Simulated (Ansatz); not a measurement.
HgTe: a run of Ansatz with trial settings.

```yaml
crystal:
  lattice:
    - [0.0, 3.077117, 3.077117]
    - [3.077117, 0.0, 3.077117]
    - [3.077117, 3.077117, 0.0]
  atoms:
    - { symbol: Hg, position: [0.0, 0.0, 0.0] }
    - { symbol: Te, position: [0.5, 0.5, 0.5] }
basis:
  ecutwfc: 420
kpoints:
  mp_grid: { grid: [4, 4, 4] }
hamiltonian:
  xc: pbe
scf:
  occupations: { method: tetrahedron_uncorrected }
output:
  forces: true
  stress: true
  eigenvalues: true
```

Command:

```bash
ansatz run input.yaml --threads 1 --pin off --max-ram 1331MiB --backend cpu --events-out ev --progress --plain --runs-dir out
```

From the log (HF is the Harris–Foulkes energy, dr2 the density residual in eV):

```text
band count auto-derived: 23 (N_el = 36.0; filled up to band 18; 22 by the electrons, moments and atoms)
Pseudopotential: Hg, paw, valence charge 20, recommended cutoff 420 eV (normal)
Pseudopotential: Te, paw, valence charge 16, recommended cutoff 420 eV (normal)
Crystal: 2 atoms, lattice volume = 58.272 Å³
Basis set: ecut = 420 eV, 1139 PW (Γ), exchange–correlation on 60×60×60 points (8 copies of the dense FFT grid, shifted against one another)
Bands: 23, of which v1, the nominal top of the filled ones, is band 18 counted from 1 (17 counted from 0)
Symmetry: 48 space group operations
Space group: Fm-3m (ITA 225), of the structure as read, at distance tolerance 3.9e-5 Å
k-points: 8 of 64
Initial density: superposition of atomic densities, corrected by the library's trained network
SCF iter   1: HF=-20793.104351 eV  Δρ=3.51e-3  dr2=1.25e-2
SCF iter   2: HF=-20793.102199 eV  Δρ=2.13e-3  dr2=5.01e-3
SCF iter   3: HF=-20793.100638 eV  Δρ=3.63e-4  dr2=9.16e-5
SCF iter   4: HF=-20793.100673 eV  Δρ=1.33e-4  dr2=7.33e-6
SCF iter   5: HF=-20793.100682 eV  Δρ=3.87e-5  dr2=1.05e-6
SCF iter   6: HF=-20793.100683 eV  Δρ=1.55e-5  dr2=2.19e-7
SCF iter   7: F=-20793.100683 eV  HF=-20793.100683 eV  Δρ=4.41e-6  dr2=1.34e-8
SCF 1 converged in 7 iterations: F = -20793.100683 eV  dr2 = 1.34e-8
SCF converged after 7 iterations
Free energy (F): -20793.100683 eV
E sigma→0 (E₀):  -20793.100683 eV
Entropy (-TS):   -0.008863 eV (-4.432 meV/atom)
Fermi energy:    10.586699 eV
--- Forces (eV/Å), atoms counted from 1 ---
  atom   1  Hg    -0.00000000     0.00000000    -0.00000000
  atom   2  Te     0.00000000    -0.00000000    -0.00000000
--- Stress (GPa, compression-positive) ---
        1.808788      -0.000000      -0.000000
        0.000000       1.808788       0.000000
        0.000000       0.000000       1.808788
  P = ⅓ Tr σ = 1.8088 GPa (18.088 kbar)
```

Settings here are deliberately varied, not converged.